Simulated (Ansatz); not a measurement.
# BeTe (F-43m) on a mismatched substrate

```yaml
crystal:
  lattice:
    - [2.82841, 2.82841, 0.00000]
    - [-2.82841, 2.82841, 0.00000]
    - [0.00000, 2.82841, 2.82841]
  atoms:
    - { symbol: Be, position: [0.00000, 0.00000, 0.00000] }
    - { symbol: Te, position: [0.75000, 0.25000, 0.50000] }
```

This cell was relaxed by PAW under r²SCAN. A film on a (001) substrate is mimicked by stretching x and y by ε∥; the length along z and the atoms then relax by PAW (default files of Ansatz 0.2.0, cutoff 500 eV, stress met within about 0.05 GPa). Stress and levels come from r²SCAN, PAW on Ansatz 0.2.0's default frozen-core files (fitted under PBE), scalar-relativistic; k mesh 8×8×8, fixed occupations, cutoff 500 eV. Conduction levels are in eV over the valence top, at fixed fractional wave vectors.

```csv
ε∥ (%),ε⊥ (%),"σ∥ (GPa, tension positive)",X ⊥ z,X ∥ z,L (oblique),Γ,2nd valence level at Γ,3rd
-2.0,1.495,-2.41,2.160,2.422,3.460,3.929,0.000,-0.212
-1.0,0.760,-1.16,2.269,2.398,3.501,3.984,0.000,-0.102
-0.5,0.419,-0.56,2.322,2.388,3.508,4.012,0.000,-0.052
0.0,0.000,-0.01,2.375,2.375,3.512,4.040,0.000,0.000
0.5,-0.389,0.53,2.378,2.316,3.460,4.003,-0.048,-0.048
1.0,?,?,?,?,?,?,?,?
2.0,-1.528,2.04,2.397,2.160,3.287,3.907,-0.178,-0.178
```

The last two columns are counted from the highest valence level at Γ.

**Question.** How does the film contract along z, and how stiff is it in the plane?

**Answer.** Quadratic fits through the 6 rows shown have slopes dε⊥/dε∥ = -0.759 and dσ∥/dε∥ = 111.1 GPa at zero strain. Elasticity asks −2C12/C11 = -0.756 and C11 + C12 − 2C12²/C11 = 110.7 GPa, from PAW constants C11 = 101.4, C12 = 38.3 GPa. At the level of the σ∥ column the films keep up to 0.04 GPa along z against the unstrained cell; this and the cubic term, which a quadratic fit over ±2 % leaves out, limit the agreement.

**Question.** Which shear deformation potential b does the valence splitting give?

**Answer.** Without spin-orbit coupling the single level moves against the pair by 3b(ε⊥ − ε∥): -0.0520 eV at ε⊥ − ε∥ = 0.00919 and 0.0480 eV at -0.00889, so b = -1.84 eV.

**Question.** And the uniaxial potential of the lowest valleys?

**Answer.** The valley along z moves against those in the plane by Ξu(ε⊥ − ε∥): from 0.0661 to -0.0623 eV between the two smallest strains, so Ξu = 7.11 eV.

**Question.** Fill the row at ε∥ = 1.0 %.

**Answer.** The fits give ε⊥ = -0.755 % and σ∥ = 1.06 GPa. Computed: ε⊥ (%) = -0.798, σ∥ (GPa, tension positive) = 1.04, X ⊥ z = 2.382, X ∥ z = 2.258, L (oblique) = 3.405, Γ = 3.967, 2nd valence level at Γ = -0.095, 3rd = -0.095. The levels have a kink at zero strain, where another valence state takes the top, so one parabola doesn't fit them.

**Question.** What is the slope of the gap under small compression and under small tension?

**Answer.** dE_g/dε∥ is 106 meV per % on the compressed side and -118 on the stretched side, so the gap falls either way. The lowest conduction level lies at X ⊥ z under the strongest compression and at X ∥ z under the strongest tension.

Keep in mind: frozen-core PAW files fitted under PBE, their cores solved anew for the functional of the run; no spin-orbit coupling on heavy atoms; semilocal gaps are low, and the spacing of valleys can be off by tenths of an eV; levels are read at fixed fractional k, so an edge that moves off these points is missed; with spin-orbit coupling the valence top splits by 2|b| and not 3|b| times the shear while that is small against the spin-orbit gap, so the gap's slopes differ from these.
